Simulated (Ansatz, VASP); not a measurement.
## WC: VASP beside Ansatz

INCAR

```
SYSTEM = WC
  PREC = Accurate
  ENCUT = 520
  EDIFF = 1E-6
  ISMEAR = -1
  SIGMA = 0.08
  LREAL = .FALSE.
  LASPH = .TRUE.
  NELM = 60
  ALGO = Normal
  ISIF = 2
  LWAVE = .FALSE.
  LCHARG = .TRUE.
  GGA = PE
  LELF = .TRUE.
  LVHAR = .TRUE.
  NBANDS = 16
```

KPOINTS

```
Automatic mesh
0
G
  15 15 15
  0 0 0
```

Contents of POSCAR:

```
WC
1.0
    0.0000000000      2.1453745163      2.1453745163
    2.1453745163      0.0000000000      2.1453745163
    2.1453745163      2.1453745163      0.0000000000
W C
1 1
Direct
    0.0000000000      0.0000000000      0.0000000000
    0.5000000000      0.5000000000      0.5000000000
```

Input for Ansatz:

```yaml
crystal:
  lattice:
    - [0.0, 2.1453745163, 2.1453745163]
    - [2.1453745163, 0.0, 2.1453745163]
    - [2.1453745163, 2.1453745163, 0.0]
  atoms:
    - { symbol: W, position: [0.0, 0.0, 0.0] }
    - { symbol: C, position: [0.5, 0.5, 0.5] }
kpoints:
  mp_grid: { grid: [15, 15, 15] }
scf:
  occupations: { method: fermi_dirac, width: 0.08 }
hamiltonian:
  xc: pbe
  pseudopotentials: { kind: all_electron, lapw: { basis_error: 0.001 } }
output:
  forces: true
  stress: true
  eigenvalues: true
  populations: true
```

Change from the starting cell: volume scaled by 0.94, LAPW.

Alike in both runs: task single point; functional PBE; k mesh 15 × 15 × 15; occupations fermi-dirac, width 0.08 eV; no spin polarisation.

|  | VASP | Ansatz |
| --- | --- | --- |
| version | VASP 6.6.1 | Ansatz 0.2.0 |
| potentials or method | VASP PAW PBE potentials, release 64 (W_sv, C) | all-electron LAPW, scalar-relativistic |
| plane-wave cutoff (eV) | 520 | see its input |

Ansatz gave:

- pressure (GPa): 25.8

Estimate VASP's values.

pressure (GPa): 27.0.

Ansatz ran all-electron here, so the differences hold the error of VASP's frozen core and of both bases.

Caveats: so large a pressure means that the cell lies far from this level's equilibrium, or that cutoff or potentials fall short (VASP). Spin-orbit coupling is left out, which matters for the levels of W.
